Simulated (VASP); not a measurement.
# AlN: band structure with LDA

**The experiment to reproduce.**

From “Self-assembly of well-separated AlN nanowires directly on sputtered metallic TiN films”, 2019, arxiv:1910.07391, for a bulk crystal of AlN at 10 K: band gap 6.034 eV (an exciton energy, a little under the gap).

Crystal: AlN.

```
Al N
1.0
     3.11310    0.00000    0.00000
    -1.55655    2.69603    0.00000
     0.00000    0.00000    4.98181
Al N
2 2
Direct
  0.33333 0.66667 0.99899
  0.66667 0.33333 0.49899
  0.33333 0.66667 0.38101
  0.66667 0.33333 0.88101
```

```yaml
Program: VASP 6.6.1
Task: band structure
Functional: LDA
Potentials_or_basis: VASP PAW LDA potentials, release 64 (Al, N)
Cutoff: 520 eV
k_mesh: 12 × 12 × 6
Occupations: gaussian, width 0.03 eV
Spin: no spin polarisation
Further_INCAR_settings: ALGO = Normal; EDIFF = 1e-06; NBANDS = 16
```

- Pressure: -4.2 GPa
- Largest force: 0.011 eV/Å
- Band gap on the k mesh: 4.21 eV, direct
- Band gap along the path: 4.21 eV, direct

Forces in eV/Å, atoms in the order of the input:
```
Al   0.000  0.000  0.011
Al   0.000  0.000  0.011
N    0.000  0.000 -0.011
N    0.000  0.000 -0.011
```

Stress tensor (GPa, compression positive):
```
-4.31  0.00  0.00
 0.00 -4.31  0.00
 0.00  0.00 -3.99
```

Levels at the corners of the path, in eV from the valence-band top:
| point | band 5 | band 6 | band 7 | band 8 | band 9 | band 10 | band 11 | band 12 |
| --- | --- | --- | --- | --- | --- | --- | --- | --- |
| Γ | -0.88 | -0.22 | -0.22 | 0.00 | 4.21 | 6.52 | 10.47 | 10.93 |
| M | -3.38 | -2.12 | -1.81 | -0.71 | 5.64 | 5.68 | 8.06 | 10.12 |
| M | -3.38 | -2.12 | -1.81 | -0.71 | 5.64 | 5.68 | 8.06 | 10.12 |
| K | -3.83 | -2.49 | -2.41 | -2.41 | 4.90 | 8.21 | 9.52 | 9.52 |
| K | -3.83 | -2.49 | -2.41 | -2.41 | 4.90 | 8.21 | 9.52 | 9.52 |
| Γ | -0.88 | -0.22 | -0.22 | 0.00 | 4.21 | 6.52 | 10.47 | 10.93 |
| Γ | -0.88 | -0.22 | -0.22 | 0.00 | 4.21 | 6.52 | 10.47 | 10.93 |
| A | -0.56 | -0.56 | -0.56 | -0.56 | 6.40 | 6.40 | 10.13 | 10.13 |
| A | -0.56 | -0.56 | -0.56 | -0.56 | 6.40 | 6.40 | 10.13 | 10.13 |
| L | -1.49 | -1.49 | -1.38 | -1.38 | 5.18 | 5.18 | 9.06 | 9.06 |
| L | -1.49 | -1.49 | -1.38 | -1.38 | 5.18 | 5.18 | 9.06 | 9.06 |
| H | -3.91 | -3.91 | -0.81 | -0.81 | 7.28 | 7.28 | 7.68 | 7.68 |
| H | -3.91 | -3.91 | -0.81 | -0.81 | 7.28 | 7.28 | 7.68 | 7.68 |
| A | -0.56 | -0.56 | -0.56 | -0.56 | 6.40 | 6.40 | 10.13 | 10.13 |
| L | -1.49 | -1.49 | -1.38 | -1.38 | 5.18 | 5.18 | 9.06 | 9.06 |
| M | -3.38 | -2.12 | -1.81 | -0.71 | 5.64 | 5.68 | 8.06 | 10.12 |
| K | -3.83 | -2.49 | -2.41 | -2.41 | 4.90 | 8.21 | 9.52 | 9.52 |
| H | -3.91 | -3.91 | -0.81 | -0.81 | 7.28 | 7.28 | 7.68 | 7.68 |

Wall time 64 s on 2 MPI ranks on AMD EPYC 7R13 Processor (Zen 3), with other jobs on the host, peak memory 0.16 GiB a rank.

Measured gap of AlN: 6.034 eV (an exciton energy, a little under the gap; 10 K; quoted in “Self-assembly of well-separated AlN nanowires directly on sputtered metallic TiN films”, 2019, arxiv:1910.07391). This calculation gives 4.21 eV (-1.82 eV). 2 values of this kind are on record (6.034 to 6.0343 eV); this one was drawn at random. The value is that of LDA, without temperature or zero-point motion. Semilocal functionals fall short of measured gaps as a rule.
